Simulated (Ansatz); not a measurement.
# Ru: stationary points along a deformation path

Computed with DFT PBEsol, scalar-relativistic, plane waves, PAW (Ansatz). The runs took a 420 eV cutoff, a Γ-centred 30×30×16 mesh and Gaussian smearing (0.15 eV). No spin polarisation. Energies are free energies at this smearing, counted from the undisturbed cell; pressure is positive in compression.

The starting cell (relaxed at this level; with this scan's settings it stands at 0.1 GPa):

```xyz
2
Lattice="2.6895 0.0000 0.0000 -1.3448 2.3292 0.0000 0.0000 0.0000 4.2519" Properties=species:S:1:pos:R:3 pbc="T T T"
Ru    0.0000    1.5528    1.0630
Ru    1.3448    0.7764    3.1889
```

At fixed volume and fractional coordinates, lengths along (0.000, 0.000, 1.000) are scaled against those across it; ρ is that ratio over its starting value. V = 13.318 Å³/atom. Δσ is the stress along the axis less the mean stress across it (compression positive).

```csv
ρ,ΔE (meV/atom),Δσ (GPa),space group
0.800,541.0,72.20,P6_3/mmc
0.850,313.3,62.60,P6_3/mmc
0.920,88.3,37.68,P6_3/mmc
0.960,20.7,19.04,P6_3/mmc
1.000,0.0,-0.89,P6_3/mmc
1.050,35.5,-25.33,P6_3/mmc
1.100,130.4,-48.17,P6_3/mmc
1.200,450.8,-80.77,P6_3/mmc
1.300,850.9,-100.72,P6_3/mmc
```

**Question.** How does the stress give the slope of the energy, and where is the energy stationary?

**Answer.** Along the path d ln(length) is 2/3 d ln ρ on the axis and −1/3 d ln ρ across it, so dE/d ln ρ = −(2/3) V Δσ: the energy falls with ρ where Δσ is positive. Δσ vanishes or changes sign between ρ = 0.960 and 1.000, a minimum (near 1.00 by linear interpolation). Pairs of stationary points between two samples would go unseen, and could change a minimum read from distant neighbours into a maximum.

**Question.** Integrate that slope from ρ = 1 to 1.200 by the trapezoid rule.

**Answer.** With V/N in Å³ and 1 eV/Å³ = 160.2 GPa the slopes at ρ = 1.000, 1.050, 1.100, 1.200 are 49, 1404, 2669, 4476 meV/atom per unit of ln ρ. The steps add 35.4 + 94.7 + 310.9 = 441.0 meV/atom, against 450.8 from the energies; the trapezoid rule misses the curvature of the slope within each step.

In a metal these slopes depend on the k mesh and the smearing.

Cost: 9 runs of about 3.5 core-minutes in all, on Arm Neoverse V1 (shared hosts).